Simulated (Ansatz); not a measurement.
The system is Bi2TeSe2 (Skippenite).

```
Bi Te Se
1.0
     2.09150    1.20753    9.71233
    -2.09150    1.20753    9.71233
     0.00000   -2.41506    9.71233
Bi Te Se
2 1 2
Direct
  0.60194 0.60194 0.60194
  0.39806 0.39806 0.39806
  0.00000 0.00000 0.00000
  0.78840 0.78840 0.78840
  0.21160 0.21160 0.21160
```

* Program: Ansatz 0.2.0
* Task: relaxation of cell and atoms
* Functional: PBEsol
* Dispersion: D4
* Potentials or basis: Ansatz PAW
* Cutoff: 420 eV (not typed: the program's choice for these potentials)
* k mesh: 7 × 7 × 7
* Occupations: fermi-dirac, width 0.05 eV
* Spin: no spin polarisation

At the start: volume 29.43 Å³/atom.

**Question.** Where does the relaxation end?

**Answer.** It ends after 7 steps and the volume is 28.79 Å³/atom (-2.2 %); space group R-3m (No. 166, to 0.05 Å).

The path:
| step | energy change (eV) | largest force (eV/Å) | volume (Å³) |
| --- | --- | --- | --- |
| 1 | 0.0000 | 1.7942 | 147.17 |
| 2 | -0.2947 | 0.4364 | 148.95 |
| 3 | -0.3474 | 0.0796 | 142.67 |
| 4 | -0.3536 | 0.0419 | 144.52 |
| 5 | -0.3543 | 0.0314 | 143.74 |
| 6 | -0.3545 | 0.0014 | 143.96 |
| 7 | -0.3540 | 0.0014 | 143.96 |

Final structure:
```
CELL_PARAMETERS angstrom
2.09477 1.20942 9.47070
-2.09477 1.20942 9.47070
0.00000 -2.41884 9.47070
ATOMIC_POSITIONS crystal
Bi 0.59316 0.59316 0.59316
Bi 0.40684 0.40684 0.40684
Te 0.00000 0.00000 0.00000
Se 0.79378 0.79378 0.79378
Se 0.20622 0.20622 0.20622
```

Caveat: the plane-wave basis is chosen anew once the cell has moved, so the energies of steps on either side of that aren't comparable; the PAW data sets come from PBE, with cores solved anew for the run's functional, which leaves a small shift of forces and pressure.
